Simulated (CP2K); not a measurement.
Crystal: HfO2.

```xyz
12
Lattice="5.5564 0.0000 0.0000 0.0000 3.3336 0.0000 0.0000 0.0000 6.5050" Properties=species:S:1:pos:R:3 pbc="T T T"
Hf    4.1600    2.5002    3.9542
Hf    1.3964    0.8334    2.5508
Hf    1.3818    2.5002    5.8033
Hf    4.1746    0.8334    0.7017
O     3.5533    0.8334    2.7542
O     2.0031    2.5002    3.7508
O     0.7751    0.8334    0.4983
O     4.7813    2.5002    6.0067
O     2.8937    0.8334    5.4736
O     2.6627    2.5002    1.0313
O     0.1155    0.8334    4.2838
O     5.4409    2.5002    2.2212
```

Measurements of this composition are mostly on another form, of space group No. 14.

Base run:

| Quantity | Value |
| --- | --- |
| Program | CP2K 2026.2 |
| Functional | LDA |
| Potentials or basis | POTENTIAL_UZH Hf GTH-PBE-q12, O GTH-PBE-q6; DZVP-MOLOPT-PBE-GTH basis |
| Density cutoff | 11565 eV |
| k mesh | 4 × 6 × 3 |
| Occupations | fermi-dirac, width 0.05 eV |
| Spin | no spin polarisation |

Its results: band gap on the k mesh 3.25 eV, direct; pressure -13.8 GPa; largest force 0.139 eV/Å.

Problem. After a change of settings the same cell gave: band gap on the k mesh 3.53 eV, direct; pressure -4.8 GPa; largest force 0.051 eV/Å. Which change was it?
A. functional from LDA to PBE
B. functional from LDA to TPSS
C. functional from LDA to PW91
D. functional from LDA to PBEsol

Solution. B.

TPSS gives the wider gap, since meta-GGAs in the generalised Kohn-Sham scheme recover part of the derivative discontinuity.

Caveats: the potentials were made for another functional, which shifts forces and pressure; spin-orbit coupling is left out, which moves the levels of the heavy elements; the basis of atomic orbitals isn't converged, which shifts pressures, moduli and gaps.
